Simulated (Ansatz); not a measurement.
Cd under changes of volume

One of the cells (21.585 Å³/atom); the others are scaled copies at fixed shape and fractional positions:

```xyz
2
Lattice="2.9789 0.0000 0.0000 -1.4894 2.5798 0.0000 0.0000 0.0000 5.6177" Properties=species:S:1:pos:R:3 pbc="T T T"
Cd    1.4894    0.8599    4.2132
Cd    0.0000    1.7199    1.4044
```

- Program: Ansatz 0.2.0
- Functional: PBE
- Dispersion: D3(BJ)+ATM
- Potentials or basis: all-electron LAPW, relativistic spinors
- Cutoff: 241 eV (chosen from the basis error)
- Basis error allowed: 0.0005 eV/atom
- k mesh: 8 × 8 × 4
- Occupations: cold, width 0.025 eV
- Spin: spin-orbit coupling, no magnetisation

```tsv
volume (Å³/atom)	energy over the lowest point (meV/atom)	pressure (GPa)
20.290	16.55	4.3
20.722	7.15	2.7
21.154	1.80	1.3
21.585	0.00	0.1
22.017	1.30	-1.0
22.449	?	?
22.880	11.55	-2.6
```

What does the run at 22.449 Å³/atom give?

Energy over the lowest point 5.30 meV/atom; pressure -1.9 GPa.

Worked out: A Birch-Murnaghan fit of order 3 (a polynomial in V^(-2/3)) to the other rows has its minimum at 21.61 Å³/atom with B0 = V·E''(V) = 57 GPa and B' = 6.0 at fixed shape and positions, which overstates the stiffness. It gives 5.26 meV/atom at 22.449 Å³/atom, against the run's 5.30, and -dE/dV = -1.9 GPa, against -1.9.

Energies are extrapolated to zero smearing.

Caveats: the k mesh is thin for a metal, which can move the energy by tens of meV per atom; pairwise dispersion overbinds metals, which lowers pressure and volume.
